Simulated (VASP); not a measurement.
**SrO (rocksalt): one PBE single-point calculation in two programs**

```xyz
2
Lattice="0.0000 2.5799 2.5799 2.5799 0.0000 2.5799 2.5799 2.5799 0.0000" Properties=species:S:1:pos:R:3 pbc="T T T"
Sr    0.0000    0.0000    0.0000
O     2.5799    2.5799    2.5799
```

The two codes use different PAW datasets and cutoffs. VASP's cell holds 16 valence electrons and Ansatz's 16. Ansatz's stress includes a Pulay correction; VASP's doesn't.

Cutoffs: 520 eV in VASP, 420 eV in Ansatz. k meshes: 8×8×8 and 8×8×8.

|  | VASP | Ansatz |
| --- | --- | --- |
| gap between bands v and c | 3.27 eV | 3.32 eV |
| least direct gap | 3.37 eV | 3.40 eV |
| pressure | 2.4 GPa | 1.8 GPa |

Band v is the last that the valence electrons fill when counted band by band, and c is the next. Levels in eV from the top of v, Ansatz:

```csv
point,v−1,v,c,c+1
Γ,0.00,0.00,3.93,6.24
X,-0.09,-0.09,3.32,7.77
K,-0.55,-0.46,4.80,7.87
L,-1.09,-1.09,6.54,8.34
W,-0.43,-0.43,6.02,6.02
```

VASP:

| point | v−1 | v | c | c+1 |
| --- | --- | --- | --- | --- |
| Γ | 0.00 | 0.00 | 3.91 | 6.19 |
| X | -0.09 | -0.09 | 3.27 | 7.73 |
| K | -0.57 | -0.49 | 4.77 | 7.86 |
| L | -1.12 | -1.12 | 6.51 | 8.37 |
| W | -0.45 | -0.45 | 5.99 | 5.99 |
